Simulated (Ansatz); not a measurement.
**ZnS: random displacements**

All numbers below come from DFT PBE, scalar-relativistic, plane waves, PAW (Ansatz). Cutoff 420 eV, Γ-centred 6×6×6 k-points, Gaussian smearing of 0.05 eV. No spin polarisation. Energies are free energies at this smearing, counted from the undisturbed cell; pressure is positive in compression.

The undisturbed cell (as given, not relaxed at this level):

```
Zn S
1.0
     5.40930    0.00000    0.00000
     0.00000   -5.40930    0.00000
     0.00000    0.00000   -5.40930
Zn S
4 4
Direct
  0.00000 0.50000 0.50000
  0.50000 0.00000 0.50000
  0.50000 0.50000 0.00000
  0.00000 0.00000 0.00000
  0.75000 0.75000 0.75000
  0.25000 0.25000 0.75000
  0.25000 0.75000 0.25000
  0.75000 0.25000 0.25000
```

The atoms are displaced (Å, in the unstrained cell):

```
atom ux uy uz
 Zn1   0.282  -0.171  -0.184
 Zn2   0.118  -0.157   0.176
 Zn3  -0.167  -0.167   0.073
 Zn4   0.064  -0.109   0.085
  S5  -0.031   0.408   0.062
  S6  -0.089   0.208   0.097
  S7  -0.213  -0.216  -0.035
  S8   0.037   0.205  -0.274
```

Strain (Voigt, engineering shear): (-0.0190, 0.0120, 0.0031, 0.0334, 0.0376, 0.0299).

(1) What are the energy change, the stress and the forces?

Answers

(1) ΔE = 473.9 meV/atom; stress (xx, yy, zz, yz, xz, xy; compression positive) (13.58, 7.20, 8.93, -9.76, 7.53, -7.90) GPa; gap on the mesh 1.43 eV.
```csv
atom,Fx (eV/Å),Fy,Fz
Zn1,-0.61,1.00,0.62
Zn2,-5.94,5.20,-4.71
Zn3,-0.67,1.07,-1.41
Zn4,-2.72,0.67,-0.92
S5,-0.06,-2.37,-0.14
S6,2.00,-1.44,0.46
S7,1.84,1.64,0.17
S8,6.18,-5.77,5.92
```

Cost: 1 run of about 1.2 core-minutes, on Intel Xeon Platinum 8259CL (Skylake/Cascade Lake) (shared hosts).